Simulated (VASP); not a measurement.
Si2W, 3 atoms in the cell. The structure is tetragonal, space group I4/mmm (No. 139). The conventional cell has a = 3.229 Å, b = 3.229 Å, c = 7.867 Å, α = 90.00°, β = 90.00°, γ = 90.00°. Around Si (site symmetry 4mm) lie 5 Si at 2.60 to 2.64 Å and 5 W at 2.63 Å. W (site symmetry 4/mmm) is surrounded by 10 Si at 2.63 Å. 

| Quantity | Value |
| --- | --- |
| Program | VASP 6.6.1 |
| Task | relaxation of cell and atoms |
| Functional | PBE |
| Potentials or basis | VASP PAW PBE potentials, release 64 (Si, W_sv) |
| Cutoff | 600 eV |
| k mesh | 16 × 16 × 16 |
| Occupations | methfessel-paxton, width 0.1 eV |
| Spin | no spin polarisation |
| Further INCAR settings | ALGO = Normal; EDIFF = 1e-07; IBRION = 2; EDIFFG = -0.005; NSW = 90; ISIF = 3 |

Potentials or basis: VASP PAW PBE potentials, release 64 (Si, W_sv).

The run is started by

```sh
$ cat potpaw_PBE.64/Si/POTCAR potpaw_PBE.64/W_sv/POTCAR > POTCAR
$ mpirun -np 1 vasp_std > vasp.out
```

Hardware: 1 thread of Intel(R) Xeon(R) 6975P-C (Granite Rapids), with other jobs on the host.

Question: Estimate the wall time of this run.

Answer: Wall time 4.4 min on 1 thread of Intel(R) Xeon(R) 6975P-C (Granite Rapids), with other jobs on the host, peak memory 0.42 GiB. Counts: scf iterations 28, k points 349, ion steps 3.
